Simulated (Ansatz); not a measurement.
The reference is CaF2 in the fluorite structure (space group Fm-3m, No. 225; a = 5.421 Å). Axes: x, y, z lie along the cube axes.

Computed with Kohn–Sham DFT with the PBEsol functional, run in Ansatz (a quantum-chemistry and plane-wave program) with PAW and 420 eV plane waves, without spin-orbit coupling.

Strains are applied to the cell and any free atomic positions relax; under biaxial strain the out-of-plane vector relaxes too.

One change was made to it. Results:

```tsv
quantity	base	after
energy relative to the base (free energy F)	0 meV/atom	+2.7 meV/atom
pressure (mean of the normal stresses, compression positive)	0.00 GPa	0.11 GPa
```

Task: Name the change that was made.
A) isotropic strain −0.92 %
B) tensor shear ε_xz = −2.23 %
C) biaxial strain +0.62 %, plane normal [001], relaxed out of plane

Result: B, tensor shear ε_xz = −2.23 %. For comparison, the pressure in the other runs: biaxial strain +0.62 %, plane normal [001], relaxed out of plane gives -0.76 GPa; isotropic strain −0.92 % gives 2.55 GPa.

Whether these cells are dynamically stable was not tested.
